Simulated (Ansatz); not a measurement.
**Two self-consistent states of Cr2O3**

Aim: solve Cr2O3 (a strained cell with displaced atoms) from each of its saved states, at one geometry and mesh, and see which is lowest and how they differ.

Computed, not measured: Ansatz 0.2.0, DFT, r2SCAN, plane waves, PAW.

### Step 1. The structure

Cell: a = 5.540 Å, b = 5.532 Å, c = 5.598 Å, α = 55.16°, β = 54.54°, γ = 55.07°. First neighbours, in Å of the first eight atoms: Cr1: 3 O at 1.49 to 1.54; Cr2: 3 O at 1.48 to 1.56; Cr3: 3 O at 1.47 to 1.55; Cr4: 3 O at 1.53 to 1.56; O5: 2 Cr at 1.54 to 1.55; O6: 2 Cr at 1.49 to 1.53; O7: 2 Cr at 1.47 to 1.56; O8: 2 Cr at 1.53 to 1.54.

As a file:

```
Cr O
1.0
     5.54018   -0.00655    0.04819
     3.17234    4.53172    0.01641
     3.21251    1.63899    4.28088
Cr O
4 6
Direct
  0.09787 0.09882 0.11260
  0.40645 0.39272 0.40318
  0.90289 0.90458 0.88638
  0.60068 0.60126 0.59423
  0.70319 0.80776 0.24380
  0.24748 0.70396 0.80345
  0.80371 0.24184 0.69356
  0.28700 0.20245 0.75431
  0.74410 0.30277 0.19297
  0.21277 0.75337 0.28976
```

The states: A, Cr1 up, Cr2 down, Cr3 down, Cr4 up (collinear spin); B, Cr1 up, Cr2 down, Cr3 up, Cr4 down (collinear spin). Each run reads its own saved solution as saved_state.

### Step 2. Run from state A

File input.yaml:

```yaml
crystal:
  lattice:
    - [5.54018055, -0.00655347, 0.04818733]
    - [3.17234466, 4.53172286, 0.0164122]
    - [3.21251329, 1.63899383, 4.28088206]
  atoms:
    - { symbol: Cr, position: [0.09787441, 0.09881701, 0.11260102], spin: 3.0 }
    - { symbol: Cr, position: [0.40644726, 0.39272283, 0.40317762], spin: 3.0 }
    - { symbol: Cr, position: [0.90289462, 0.90457742, 0.88638171], spin: 3.0 }
    - { symbol: Cr, position: [0.60067774, 0.60126064, 0.5942281], spin: 3.0 }
    - { symbol: O, position: [0.70319343, 0.80776279, 0.24380088], spin: 0.0 }
    - { symbol: O, position: [0.24748099, 0.70396348, 0.80344874], spin: 0.0 }
    - { symbol: O, position: [0.80371328, 0.24184445, 0.69356374], spin: 0.0 }
    - { symbol: O, position: [0.28700458, 0.20244733, 0.75431035], spin: 0.0 }
    - { symbol: O, position: [0.74410214, 0.30276654, 0.19296553], spin: 0.0 }
    - { symbol: O, position: [0.21277301, 0.75337354, 0.28976443], spin: 0.0 }
kpoints:
  mp_grid: { grid: [4, 4, 4], shift: [0.0, 0.0, 0.5] }
magnetization:
  spin_polarized: true
scf:
  occupations: { method: cold, width: 0.0606 }
  lower_state_search: "off"
  max_iter: 200
hamiltonian:
  pseudopotentials: { kind: paw }
  xc: r2scan
basis:
  ecutwfc: 500
  fft_grid_basis: typed
output:
  forces: true
  stress: true
  eigenvalues: true
  bader: true
  populations: true
  elf: true
  write_potential: true
  volumetric_format: npy
  dos:
    e_range: [-12, 8]
    de: 0.05
    projected: { site_lists: { Cr: [Cr], O: [O] } }
checkpoint:
  read: saved_state
```

Standard output (excerpt; [...] marks lines left out):

```text
Warning: RAYON_NUM_THREADS=2 ignored (pool sized by the plan → 2); use --threads N
[...]
Pseudopotentials: kind: paw
Pseudopotential: Cr, paw, valence charge 14, recommended cutoff 500 eV (meta_gga), Cr.paw.azcp
Pseudopotential: O, paw, valence charge 6, recommended cutoff 500 eV (meta_gga), O.paw.azcp
Functional definition: r2SCAN
[...]
Crystal: 10 atoms, lattice volume = 106.967 Å³
Basis set: ecut = 500 eV, 2711 PW (Γ), exchange–correlation on 180×180×180 points (64 copies of the dense FFT grid, shifted against one another)
Bands: 63, of which v1, the nominal top of the filled ones, is band 46 counted from 1 (45 counted from 0)
Symmetry: 1 space group operations
Space group: P1 (ITA 1), of the structure as read, at distance tolerance 4.7e-5 Å
Magnetic group: BNS 1.1 (UNI 1), of the structure as read, at distance tolerance 4.7e-5 Å
k-points: 32 of 64 (time reversal used)
[...]
Starting moments: Σ|m| = 12 μB on 4 of 10 sites; this step starts from the density that it was given
[...]
SCF iter   1: F=—  HF=-16925.738625 eV  |F-HF|=—  |Δ(HF+E_count)|=         —  Δρ=7.00e-3 (↑7.00e-3 ↓4.20e-3)  dr2=4.98e-3  dr2_τ=1.50e-2  dr2_m=1.67e-2  M=0.340 μB ∫|m|=7.247 μB  β_m=0.30  ethr=5.75e-6  ⟨swp⟩=2.0  Hψ=20946  notcnv=0
[...]
spin=Collinear: Kerker preconditioning applied to the charge; magnetization (m = ρ↑ − ρ↓) channel mixes plain (no charge-response kernel on spin).
[...]
spin-set hold released at iteration 7 (site moments contracting): the magnetisation degrees of freedom join the quasi-Newton model from the next iteration; the mixer history was flushed
[...]
WARN: the starting moments were not kept: 2 of 4 ended reversed and 2 kept their direction, counting a site from 0.1 of the cell's largest site moment. The largest reversed, site 1 (counted from 0, in the order of the report's site_moments_mub), started with +3.0 μB and closes at -1.0e0 [...]
--- Forces (eV/Å), atoms counted from 1 ---
  atom   1  Cr     5.47539270     4.71570405    -0.42794449
  atom   2  Cr    -5.90484236     1.90575418     0.97471399
  atom   3  Cr    -6.45361513    -3.92000195     2.73273353
  atom   4  Cr     3.55749092     0.34874116     0.82621723
  atom   5  O     -0.95409720     3.30763327    -0.35521836
  atom   6  O      2.49701957    -3.65315387     2.76348704
  atom   7  O      1.11498109     3.51897507    -5.92888248
  atom   8  O      0.63467471    -3.06244153     1.04428883
[...]
--- Stress (GPa, compression-positive) ---
       63.684825     -57.335662     -36.843737
      -57.335924     140.995490     -20.839353
      -36.843575     -20.839578     146.306217
  P = ⅓ Tr σ = 116.9955 GPa (1169.955 kbar)
--- Band table (eV; the first three rows and the last of 64) ---
[...]
--- Löwdin populations: 10 sites ---
  site symbol       q [e]    m [muB]
     0     Cr     13.1505     1.8189
     1     Cr     13.1760    -1.7222
     2     Cr     13.1521    -1.6076
     3     Cr     13.1725     1.8276
     4      O      6.5106     0.0047
     5      O      6.4587    -0.0010
     6      O      6.4640    -0.0022
     7      O      6.5097     0.0065
     8      O      6.4564    -0.0027
     9      O      6.4831     0.0043
  spilling = 0.005070 (of n_electrons = 92.000000)
--- Bader charges: 10 sites ---
  site symbol  charge [e]  shift [e]    m [muB]
     0     Cr      1.5510     0.0106     1.7562
     1     Cr      1.5516     0.0106    -1.6363
     2     Cr      1.5663     0.0107    -1.5486
     3     Cr      1.5296     0.0108     1.7443
     4      O     -1.0496     0.0072     0.0092
     5      O     -1.0166     0.0072     0.0065
     6      O     -1.0292     0.0071     0.0076
     7      O     -1.0498     0.0071     0.0025
     8      O     -1.0188     0.0071    -0.0021
     9      O     -1.0346     0.0070     0.0007
  estimated error of the sums over rays = 5.6e-4 e
```

Wall time 3.1 min (2 threads of an x86-64 CPU, shared host); peak memory 0.99 GiB.

### Step 3. What state A looks like

States per cell by energy window, from dos.tsv and pdos.tsv (tetrahedra; eV from the Fermi level):

```
from    to  total    up  down  Cr s  Cr d   O p
-8.0  -7.0   6.63  3.32  3.31  0.06  1.19  5.13
-7.0  -6.0   6.71  3.35  3.37  0.04  0.69  5.75
-6.0  -5.0   2.60  1.26  1.33  0.01  0.12  2.40
-5.0  -4.0   0.00  0.00  0.00  0.00  0.00  0.00
-4.0  -3.0   0.00  0.00  0.00  0.00  0.00  0.00
-3.0  -2.0   0.46  0.23  0.23  0.11  0.30  0.04
-2.0  -1.0   5.74  3.08  2.65  0.58  4.66  0.40
-1.0   0.0   5.74  2.73  3.00  0.12  4.64  0.78
 0.0   1.0   3.57  1.87  1.69  0.45  2.45  0.27
 1.0   2.0   6.77  3.37  3.41  0.55  4.57  0.91
 2.0   3.0   5.06  2.59  2.47  0.09  3.40  1.11
 3.0   4.0   4.75  2.17  2.57  0.04  3.19  1.21
 4.0   5.0   4.38  2.25  2.13  0.29  2.14  0.97
```

Gathered by element (positive charge: electrons given up): Löwdin charges also hold the electrons that the projection spills.

| element | atoms | Bader charge (e) | Bader volume (Å³) | Löwdin charge (e) | Bader moment, size (μB) |
| --- | --- | --- | --- | --- | --- |
| Cr | 4 | +1.53 to +1.57 | 10.0 to 10.2 | +0.82 to +0.85 | 1.55 to 1.76 |
| O | 6 | -1.05 to -1.02 | 10.9 to 11.2 | -0.51 to -0.46 | 0.00 to 0.01 |

The Löwdin projection spills 0.5 % of the electrons and depends on the orbitals chosen; where it disagrees with Bader's partition, neither is an observable.

The main site moments: Cr1 up, Cr2 down, Cr3 down, Cr4 up.

### Step 4. State B: the run

File input.yaml:

```yaml
crystal:
  lattice:
    - [5.54018055, -0.00655347, 0.04818733]
    - [3.17234466, 4.53172286, 0.0164122]
    - [3.21251329, 1.63899383, 4.28088206]
  atoms:
    - { symbol: Cr, position: [0.09787441, 0.09881701, 0.11260102], spin: 3.0 }
    - { symbol: Cr, position: [0.40644726, 0.39272283, 0.40317762], spin: -3.0 }
    - { symbol: Cr, position: [0.90289462, 0.90457742, 0.88638171], spin: 3.0 }
    - { symbol: Cr, position: [0.60067774, 0.60126064, 0.5942281], spin: -3.0 }
    - { symbol: O, position: [0.70319343, 0.80776279, 0.24380088] }
    - { symbol: O, position: [0.24748099, 0.70396348, 0.80344874] }
    - { symbol: O, position: [0.80371328, 0.24184445, 0.69356374] }
    - { symbol: O, position: [0.28700458, 0.20244733, 0.75431035] }
    - { symbol: O, position: [0.74410214, 0.30276654, 0.19296553] }
    - { symbol: O, position: [0.21277301, 0.75337354, 0.28976443] }
kpoints:
  mp_grid: { grid: [4, 4, 4], shift: [0.0, 0.0, 0.5] }
magnetization:
  spin_polarized: true
scf:
  occupations: { method: cold, width: 0.0606 }
  lower_state_search: "off"
  max_iter: 200
hamiltonian:
  pseudopotentials: { kind: paw }
  xc: r2scan
basis:
  ecutwfc: 500
  fft_grid_basis: typed
output:
  forces: true
  stress: true
  eigenvalues: true
  bader: true
  populations: true
  elf: true
  write_potential: true
  volumetric_format: npy
  dos:
    e_range: [-12, 8]
    de: 0.05
    projected: { site_lists: { Cr: [Cr], O: [O] } }
checkpoint:
  read: saved_state
```

Standard output (excerpt; [...] marks lines left out):

```text
Warning: RAYON_NUM_THREADS=2 ignored (pool sized by the plan → 2); use --threads N
[...]
[... 4 set-up lines as earlier in the session ...]
[...]
Crystal: 10 atoms, lattice volume = 106.967 Å³
Basis set: ecut = 500 eV, 2711 PW (Γ), exchange–correlation on 180×180×180 points (64 copies of the dense FFT grid, shifted against one another)
Bands: 63, of which v1, the nominal top of the filled ones, is band 46 counted from 1 (45 counted from 0)
[... 2 set-up lines as earlier in the session ...]
Magnetic group: BNS 1.1 (UNI 1), of the structure as read, at distance tolerance 4.7e-5 Å
k-points: 32 of 64 (time reversal used)
[...]
--- Löwdin populations: 10 sites ---
  site symbol       q [e]    m [muB]
     0     Cr     13.1818     1.4444
     1     Cr     13.2652    -1.2053
     2     Cr     13.1947     1.3103
     3     Cr     13.2485    -1.3890
     4      O      6.4785     0.0102
     5      O      6.4309     0.0078
     6      O      6.4360     0.0022
     7      O      6.4691     0.0139
     8      O      6.4189     0.0084
     9      O      6.4461     0.0052
  spilling = 0.004679 (of n_electrons = 92.000000)
--- Bader charges: 10 sites ---
  site symbol  charge [e]  shift [e]    m [muB]
     0     Cr      1.5463     0.0108     1.4100
     1     Cr      1.5048     0.0110    -1.1711
     2     Cr      1.5530     0.0109     1.2768
     3     Cr      1.4895     0.0110    -1.3510
     4      O     -1.0341     0.0073     0.0106
     5      O     -1.0023     0.0073     0.0080
     6      O     -1.0154     0.0072     0.0041
     7      O     -1.0286     0.0073     0.0160
     8      O     -0.9992     0.0074     0.0107
     9      O     -1.0141     0.0071     0.0057
  estimated error of the sums over rays = 5.7e-4 e
```

Wall time 3.3 min (2 threads of an x86-64 CPU, shared host); peak memory 1 GiB.

### Step 5. What state B looks like

States per cell by energy window, from dos.tsv and pdos.tsv (tetrahedra; eV from the Fermi level):

```
from    to  total    up  down  Cr s  Cr d   O p
-8.0  -7.0   6.85  3.33  3.52  0.06  1.15  5.38
-7.0  -6.0   7.08  3.60  3.47  0.03  0.58  6.22
-6.0  -5.0   1.22  0.58  0.64  0.00  0.06  1.13
-5.0  -4.0   0.00  0.00  0.00  0.00  0.00  0.00
-4.0  -3.0   0.00  0.00  0.00  0.00  0.00  0.00
-3.0  -2.0   1.15  0.68  0.46  0.22  0.79  0.12
-2.0  -1.0   4.32  2.14  2.17  0.31  3.69  0.23
-1.0   0.0   6.40  3.23  3.15  0.46  5.21  0.53
 0.0   1.0   4.72  2.19  2.54  0.36  3.34  0.57
 1.0   2.0   6.39  3.10  3.29  0.41  4.30  0.95
 2.0   3.0   6.21  3.30  2.91  0.09  4.17  1.48
 3.0   4.0   3.05  1.47  1.57  0.04  1.98  0.79
 4.0   5.0   4.94  2.55  2.38  0.34  2.40  1.15
```

By element, from the tables in the log (a charge is positive for electrons lost): Löwdin charges also hold the electrons that the projection spills.

```csv
element,atoms,Bader charge (e),Bader volume (Å³),Löwdin charge (e),"Bader moment, size (μB)"
Cr,4,+1.49 to +1.55,10.2 to 10.5,+0.73 to +0.82,1.17 to 1.41
O,6,-1.03 to -1.00,10.8 to 11.1,-0.48 to -0.42,0.00 to 0.02
```

Löwdin charges rest on a small set of atomic orbitals that misses 0.5 % of the electrons, so they need not add up to the cell's charge and can differ from Bader's even in sign.

The main site moments: Cr1 up, Cr2 down, Cr3 up, Cr4 down.

### Step 6. Results

| state | free energy (meV/atom) | largest site moment (μB) | size of the net moment (μB/cell) | gap (eV) | pressure (GPa) | largest force (eV/Å) | SCF cycles |
| --- | --- | --- | --- | --- | --- | --- | --- |
| A | 0.0 | 1.14 | 0.34 | metal | 117.0 | 8.03 | 13 |
| B | 28.2 | 0.87 | 0.22 | metal | 112.7 | 7.89 | 18 |

State A lies lowest, 28.2 meV per atom under state B. The atoms are far from rest (forces to 8.0 eV/Å), so order and character hold for this geometry alone. At the same volume their pressures differ by 4.3 GPa. Every run converged, so convergence alone does not show that a state is the lowest.

Keep in mind: a 3d oxide or halide that comes out metallic without a U or exact exchange, which may be an insulator in nature; the k mesh is coarse for a cell without a gap; atoms or cell far from equilibrium.
